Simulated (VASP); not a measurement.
N:

```
CELL_PARAMETERS angstrom
4.08406 0.00000 0.00000
0.00000 4.08406 0.00000
0.00000 0.00000 5.34591
ATOMIC_POSITIONS crystal
N 0.90428 0.90428 0.00000
N 0.59572 0.40428 0.50000
N 0.09572 0.09572 0.00000
N 0.40428 0.59572 0.50000
```

- Program: VASP 6.6.1
- Task: relaxation of cell and atoms
- Functional: PBE
- Dispersion: D3(BJ)
- Potentials or basis: VASP PAW PBE potentials, release 64 (N)
- Cutoff: 600 eV
- k mesh: 6 × 6 × 4
- Occupations: gaussian, width 0.02 eV
- Spin: no spin polarisation

At the start: pressure 1.1 GPa; volume 22.29 Å³/atom.

**Question.** Where does the relaxation end?

**Answer.** Over 12 steps the energy falls by 2.6 meV/atom and the volume is 20.95 Å³/atom (-6.0 %); space group P4_2/mnm (No. 136, to 0.05 Å).

The path:
```
step  energy change (eV)  largest force (eV/Å)  pressure (GPa)  volume (Å³)
   1              0.0000                1.0035            1.12        89.17
   2              1.2635               10.5732          -15.20        91.18
   3             -0.0061                0.1650           -0.42        89.29
   4             -0.0063                0.0159           -0.22        89.27
   5             -0.0063                0.0117           -0.18        89.26
   6             -0.0063                0.0279           -0.16        89.26
   7             -0.0066                0.0274           -0.16        89.01
   8             -0.0075                0.0249           -0.14        88.25
   9             -0.0090                0.0260           -0.09        86.75
  10             -0.0103                0.0526            0.06        83.79
  11              0.0022                1.3417           -1.90        83.50
  12             -0.0103                0.0016           -0.01        83.78
```

Final structure:
```
CELL_PARAMETERS angstrom
3.99576 0.00000 0.00000
0.00000 3.99576 0.00000
0.00000 0.00000 5.24738
ATOMIC_POSITIONS crystal
N 0.90161 0.90161 0.00000
N 0.59839 0.40161 0.50000
N 0.09839 0.09839 0.00000
N 0.40161 0.59839 0.50000
```

Caveat: the standard files for N, O and F lose accuracy on very short bonds.
